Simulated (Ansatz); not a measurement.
# LiBr (Fm-3m): converging the G0W0 gap

Aim: see how the G0W0 gap of LiBr (Fm-3m) on PBE moves with empty bands and screening cutoff, and what each rung costs.

Method: G0W0 on PBE, plane waves, PAW; PAW set soft_1, in Ansatz 0.2.0.

This is a report of a sequence of runs, with most program output left out.

### Step 1. The starting structure

Symmetry: Fm-3m, No. 225, cubic system. The conventional cell has a = 5.501 Å, b = 5.501 Å, c = 5.501 Å, α = 90.00°, β = 90.00°, γ = 90.00°. Nearest to Li lie 6 Br at 2.75 Å. Br has 6 Li at 2.75 Å nearest. Farther neighbours and most contacts between anions are not listed.

The cell and positions come from the Crystallography Open Database and are kept as given unless a step says otherwise.

### Step 2. 43 empty bands, screening to 60 eV

Now the one-shot GW correction: screening in the RPA, then the self-energy of the levels asked for. This step takes PAW set soft_1 files.

Input file input.yaml:

```yaml
crystal:
  lattice:
    - [0.0, 2.75065, 2.75065]
    - [2.75065, 0.0, 2.75065]
    - [2.75065, 2.75065, 0.0]
  atoms:
    - { symbol: Li, position: [0.0, 0.0, 0.0] }
    - { symbol: Br, position: [0.5, 0.5, 0.5] }
kpoints:
  mp_grid: { grid: [6, 6, 6] }
hamiltonian:
  xc: pbe
  pseudopotentials: { kind: paw, azcp: { folder: soft_1 } }
scf:
  occupations: { method: fixed }
gw:
  n_empty_bands: 43
  ecut_chi: 60
  qp_bands: [v2, c2]
  qp_kpoints: band_edges
  screening: { model: contour_deformation }
```

On the command line:

```bash
ansatz run input.yaml --threads 24 --pin off --max-ram 82944MiB --backend cuda --events-out ev --progress --plain --runs-dir out --devices 1 --max-vram 78GiB
```

Wall time 3.1 s (1 × NVIDIA GB200 (shared by 2 runs) with 24 threads of Arm Neoverse V2, shared host); peak memory 1.1 GiB; 8.1 s of CPU time.

Numbers from this step:

```yaml
bands_summed: 48
rpa_eps_infinity_on_this_mesh_eigenvalues: 3.168, 3.168, 3.168
plane_waves_in_the_screening_matrix: 59
q_points_in_the_mesh: 216
g0w0_gap_on_the_mesh: 6.814 eV
k_of_the_valence_top: 0, 0, 0
k_of_the_conduction_bottom: 0, 0, 0
starting_gap_on_the_mesh: 4.939 eV
z_at_the_valence_top: 0.8062
z_at_the_conduction_bottom: 0.8393
least_direct_g0w0_gap_on_the_computed_points: 6.814 eV
```

The gap on the mesh goes from 4.94 eV to 6.81 eV, a correction of +1.88 eV. Between the two edge states, bare exchange in place of the xc potential would open the gap by 7.73 eV, and correlation takes back 5.86 eV.

### Step 3. 124 empty bands, screening to 120 eV

Bands and screening cutoff are moved together, since each hides the error of the other.

input.yaml, as its differences from that of step 2:

```diff
@@ -16,4 +16,4 @@
 gw:
-  n_empty_bands: 43
-  ecut_chi: 60
+  n_empty_bands: 124
+  ecut_chi: 120
   qp_bands: [v2, c2]
```

Run time: 3.7 s. Hardware: 1 × NVIDIA GB200 (shared by 2 runs) with 24 threads; peak memory 1.1 GiB.

Numbers from this step:

- bands summed: 129
- RPA ε∞ on this mesh (eigenvalues): 3.164, 3.164, 3.164
- plane waves in the screening matrix: 137
- q-points in the mesh: 216
- G0W0 gap on the mesh: 7.069 eV
- k of the valence top: 0, 0, 0
- k of the conduction bottom: 0, 0, 0
- starting gap on the mesh: 4.939 eV
- Z at the valence top: 0.8007
- Z at the conduction bottom: 0.8384
- least direct G0W0 gap on the computed points: 7.069 eV

Against the run with 6×6×6 mesh, 43 empty bands, screening to 60 eV, PAW set soft_1 files, the gap moves by +0.26 eV.

### Step 4. 267 empty bands, screening to 200 eV

input.yaml, as its differences from that of step 3:

```diff
@@ -16,4 +16,4 @@
 gw:
-  n_empty_bands: 124
-  ecut_chi: 120
+  n_empty_bands: 267
+  ecut_chi: 200.0
   qp_bands: [v2, c2]
```

The job ended after 7.9 s (1 × NVIDIA GB200 (shared by 2 runs) with 24 threads; peak memory 1.2 GiB; 22 s of CPU time).

This step gave:

```yaml
bands_summed: 272
rpa_eps_infinity_on_this_mesh_eigenvalues: 3.163, 3.163, 3.163
plane_waves_in_the_screening_matrix: 283
g0w0_gap_on_the_mesh: 7.200 eV
k_of_the_valence_top: 0, 0, 0
k_of_the_conduction_bottom: 0, 0, 0
starting_gap_on_the_mesh: 4.939 eV
least_direct_g0w0_gap_on_the_computed_points: 7.200 eV
```

Against the run with 6×6×6 mesh, 124 empty bands, screening to 120 eV, PAW set soft_1 files, the gap moves by +0.13 eV.

### Step 5. Changing the k mesh: 4×4×4 mesh, 124 empty bands, screening to 120 eV, PAW set soft_1 files

Only the mesh changes. It samples the long-range screening, which converges on its own terms. Bands and cutoff differ from the step before, so it is read against an earlier run that matches them.

input.yaml, as its differences from that of step 4:

```diff
@@ -9,3 +9,3 @@
 kpoints:
-  mp_grid: { grid: [6, 6, 6] }
+  mp_grid: { grid: [4, 4, 4] }
 hamiltonian:
@@ -16,4 +16,4 @@
 gw:
-  n_empty_bands: 267
-  ecut_chi: 200.0
+  n_empty_bands: 124
+  ecut_chi: 120
   qp_bands: [v2, c2]
```

It took 1.9 s on 1 × NVIDIA GB200 (shared by 2 runs) with 24 threads; peak memory 1.1 GiB.

Numbers from this step:

```yaml
bands_summed: 129
rpa_eps_infinity_on_this_mesh_eigenvalues: 3.325, 3.325, 3.325
plane_waves_in_the_screening_matrix: 137
g0w0_gap_on_the_mesh: 7.063 eV
k_of_the_valence_top: 0, 0, 0
k_of_the_conduction_bottom: 0, 0, 0
starting_gap_on_the_mesh: 4.936 eV
least_direct_g0w0_gap_on_the_computed_points: 7.063 eV
```

Against the run with 6×6×6 mesh, 124 empty bands, screening to 120 eV, PAW set soft_1 files, the gap moves by −0.006 eV.

### Step 6. Changing the frequency model: 6×6×6 mesh, 124 empty bands, screening to 120 eV, plasmon pole, PAW set soft_1 files

A plasmon pole stands in for the full frequency dependence of the screening; this run shows what that costs in accuracy.

input.yaml, as its differences from that of step 5:

```diff
@@ -9,3 +9,3 @@
 kpoints:
-  mp_grid: { grid: [4, 4, 4] }
+  mp_grid: { grid: [6, 6, 6] }
 hamiltonian:
@@ -20,2 +20,2 @@
   qp_kpoints: band_edges
-  screening: { model: contour_deformation }
+  screening: { model: godby_needs }
```

Run time: 3.9 s. Hardware: 1 × NVIDIA GB200 (shared by 2 runs) with 24 threads; peak memory 1.2 GiB; 21 s of CPU time.

This step gave:

```yaml
bands_summed: 129
plasmon_pole_fit_frequency: 18.20 eV
rpa_eps_infinity_on_this_mesh_eigenvalues: 3.164, 3.164, 3.164
plane_waves_in_the_screening_matrix: 137
g0w0_gap_on_the_mesh: 7.040 eV
k_of_the_valence_top: 0, 0, 0
k_of_the_conduction_bottom: 0, 0, 0
starting_gap_on_the_mesh: 4.939 eV
least_direct_g0w0_gap_on_the_computed_points: 7.040 eV
```

Against the run with 6×6×6 mesh, 124 empty bands, screening to 120 eV, PAW set soft_1 files, the gap moves by −0.03 eV.

### Step 7. Changing the files: 6×6×6 mesh, 124 empty bands, screening to 120 eV, hard PAW files

Other atomic data (hard PAW) test the pseudisation: the cutoff goes from 420 to 780 eV and the valence electrons from 10 to 20, which opens shells that were frozen.

This step: G0W0 on PBE, plane waves, PAW.

input.yaml, the sections that differ from step 6:

```yaml
hamiltonian:
  xc: pbe
  pseudopotentials: { kind: paw, source: ansatz }
gw:
  n_empty_bands: 124
  ecut_chi: 120
  qp_bands: [v2, c2]
  qp_kpoints: band_edges
  screening: { model: contour_deformation }
# crystal, kpoints, scf: as in step 6
```

It took 4.6 s on 1 × NVIDIA GB200 (shared by 2 runs) with 24 threads; peak memory 1.2 GiB.

This step gave:

* bands summed: 134
* RPA ε∞ on this mesh (eigenvalues): 3.165, 3.165, 3.165
* plane waves in the screening matrix: 137
* G0W0 gap on the mesh: 7.079 eV
* k of the valence top: 0, 0, 0
* k of the conduction bottom: 0, 0, 0
* starting gap on the mesh: 4.936 eV
* least direct G0W0 gap on the computed points: 7.079 eV

Against the run with 6×6×6 mesh, 124 empty bands, screening to 120 eV, PAW set soft_1 files, the gap moves by +0.010 eV.

### Step 8. The runs together

Times are wall times on 1 × NVIDIA GB200 (shared by 2 runs) with 24 threads of Arm Neoverse V2, shared host, good to a factor of about two.

```
 mesh           files            frequency  bands summed  cutoff (eV)  start (eV)  G0W0 (eV)   time  host memory (GiB)
6×6×6  PAW set soft_1  contour deformation            48           60       4.939      6.814  3.1 s                1.1
6×6×6  PAW set soft_1  contour deformation           129          120       4.939      7.069  3.7 s                1.1
6×6×6  PAW set soft_1  contour deformation           272          200       4.939      7.200  7.9 s                1.2
4×4×4  PAW set soft_1  contour deformation           129          120       4.936      7.063  1.9 s                1.1
6×6×6  PAW set soft_1         plasmon pole           129          120       4.939      7.040  3.9 s                1.2
6×6×6        hard PAW  contour deformation           134          120       4.936      7.079  4.6 s                1.2
```

How the two edges are built up, in eV (the quasiparticle level is the starting level plus Σx plus Σc less Vxc):

```
      run               edge  start      Σx     Σc     Vxc     Z    QP
 48 bands        valence top   2.05  -19.86   2.47  -16.26  0.81  0.92
 48 bands  conduction bottom   6.99   -6.26  -3.39  -10.40  0.84  7.73
129 bands        valence top   2.05  -19.86   2.10  -16.26  0.80  0.55
129 bands  conduction bottom   6.99   -6.26  -3.50  -10.40  0.84  7.62
272 bands        valence top   2.05  -19.86   1.91  -16.26  0.80  0.36
272 bands  conduction bottom   6.99   -6.26  -3.56  -10.40  0.84  7.56
```

### Step 9. Summary of results

| Item | Value |
| --- | --- |
| 48 bands, 60 eV | 6.814 eV |
| 129 bands, 120 eV | 7.069 eV |
| 272 bands, 200 eV | 7.200 eV |
| estimated limit in bands and cutoff | 7.32 eV |
| mesh and start | 6×6×6, PBE |

In words: A line in one over the bands through the two highest rungs gives 7.32 eV, +0.12 eV from the top rung; the pair below gives 7.22 eV, so the estimate is still climbing. The rungs stand 0.50 eV (48 bands), 0.25 eV (129 bands) and 0.12 eV (272 bands) from it. From 48 to 272 bands the gap moves by +0.39 eV while the time grows 2.5-fold. Σc changes by −0.56 eV at the valence top and −0.17 eV at the conduction bottom, so the valence edge carries most of the change. On the 4×4×4 mesh in place of 6×6×6 the gap differs by −0.01 eV, of which −0.003 eV is already in the start. The plasmon-pole model gives −0.03 eV against contour deformation, 1 % of the correction, and saved no time in this program. Hard PAW files move the gap by +0.01 eV at equal bands and cutoff, −0.003 eV of it in the start. The many-body steps are scalar-relativistic: spin-orbit coupling is not in them.

[Paths, hosts, dates, memory and timing lines, banners, echoed tables and standing remarks are left out of the program output.]

[Logs are printed without paths, hosts, clocks, repeated set-up lines and the standing remarks that a program may print on its own settings, such as how far it seeks lower states.]

[Runs of the session that timed out or met a known fault of the program may be left out.]

[Cells called generated may have been cut or substituted from an entry of the Crystallography Open Database or the Materials Project.]

[Hosts, paths, dates, database ids (printed as entryN), source tags and the programs' standing remarks are cut or masked in the printed files.]
